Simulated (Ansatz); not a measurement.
# GeS: Quadrupolar parameters

The cell is a Materials Project structure (computed, not necessarily an observed phase).

```
CELL_PARAMETERS angstrom
10.78075 0.00000 0.00000
0.00000 3.60314 0.00000
0.00000 0.00000 4.52313
ATOMIC_POSITIONS crystal
Ge 0.87225 0.25000 0.36689
Ge 0.12775 0.75000 0.63311
Ge 0.62775 0.75000 0.86689
Ge 0.37225 0.25000 0.13311
S 0.65483 0.25000 0.51479
S 0.34517 0.75000 0.48521
S 0.84517 0.75000 0.01479
S 0.15483 0.25000 0.98521
```

Sites (sets of like atoms) are named by element and the number of their first atom in this list.

Computed with Ansatz: DFT, PBE, plane waves and PAW, scalar-relativistic, 420 eV cutoff, Γ-centred 3×9×7 k-points, Fermi–Dirac smearing 0.01 eV.

Conventions: |V_zz| ≥ |V_yy| ≥ |V_xx|, η = (V_xx − V_yy)/V_zz, C_Q = eQV_zz/h. Directions are in the Cartesian axes of the cell vectors above, for the atom listed; none is given where the gradient is under 0.02 or η is above 0.95.

(1) What field gradients does the calculation give at each kind of site?

Answers

(1) 

```csv
site,first atom,first shell,V_zz (10²¹ V/m²),η,"direction of V_zz (x, y, z)"
Ge,1,3 S at 2.42–2.44 Å,-8.23,0.25,0.79 0.00 0.62
S,5,3 Ge at 2.42–2.44 Å,-6.51,0.09,0.77 0.00 0.64
```

At Ge and S V_zz stands upright on the plane through its three neighbours (within 10°) in each case.

The largest force is 0.3 eV/Å, so the atoms aren't at the calculated equilibrium and relaxing them would move these values.
